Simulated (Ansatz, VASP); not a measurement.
## GaAs, level by level in two programs

```
As Ga
1.0
     0.00000    2.88229    2.88229
     2.88229    0.00000    2.88229
     2.88229    2.88229    0.00000
As Ga
1 1
Direct
  0.75000 0.75000 0.75000
  0.00000 0.00000 0.00000
```

Change from the starting cell: volume scaled by 1.06.

Single points on this cell with VASP 6.6.1 and Ansatz 0.2.0. Each row is one pair of runs. Alike in all rows: spin: off; k mesh: 8 × 8 × 8; smearing: fermi-dirac, width 0.05 eV; VASP's potentials, cutoff: VASP PAW PBE potentials, release 64 (As, Ga_d), 520 eV.

```tsv
level	Ansatz's potentials, cutoff	gap on the k mesh at the Fermi level (eV), VASP	gap on the k mesh at the Fermi level (eV), Ansatz	least direct gap on the mesh (eV), VASP	least direct gap on the mesh (eV), Ansatz	pressure (GPa), VASP	pressure (GPa), Ansatz
PBE	Ansatz PAW, 420 eV	0.09	0.09	0.09	0.09	-0.4	-0.6
PBE	PseudoDojo standard (PBE files), 1143 eV	0.09	0.09	0.09	0.09	-0.4	-0.5
PBE	Ansatz PAW earlier set, 1020 eV	0.09	0.09	0.09	0.09	-0.4	-0.6
```

Gap on the k mesh at the fermi level (eV): the two programs differ by at most 0.003; least direct gap on the mesh (eV): the two programs differ by at most 0.003; pressure (GPa): the two programs differ by at most 0.17.
